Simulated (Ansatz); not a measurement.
AlNi (Pm-3m)

Method: DFT PBE, scalar-relativistic, plane waves, PAW in Ansatz 0.2.0.

Settings: cutoff 420 eV, Γ-centred mesh 20×20×18 on the computed 2-atom cell, Gaussian smearing of 0.10 eV; no spin polarisation.

The structure is relaxed at this level of theory with its symmetry kept, and needn't be the ground state of this composition.

Symmetry: Pm-3m, No. 221, cubic system. Conventional cell: a = 2.893 Å (cubic). Al (site symmetry m-3m) has 8 Ni at 2.51 Å as nearest neighbours. Around Ni (site symmetry m-3m) lie 8 Al at 2.51 Å.

* Volume per atom: 12.11 Å³
* Formation energy from the elements' standard states (uncorrected): -0.653 eV/atom
* Kohn–Sham band gap: none (metal)
* Density of states at the Fermi level: 0.8 states/eV per cell
* Orbital (Löwdin) character within 0.5 eV of the Fermi level: Ni 3d 61 %, Al 3p 27 %
* Bader charge by site (e): Al (1 in the cell) 1.67, Ni (1 in the cell) -1.67

A magnetic start lost its moments in a first run, so spin was left out; other magnetic orders weren't tried.

It was relaxed from a Materials Project cell. Löwdin shares on free-atom orbitals overweight diffuse shells.
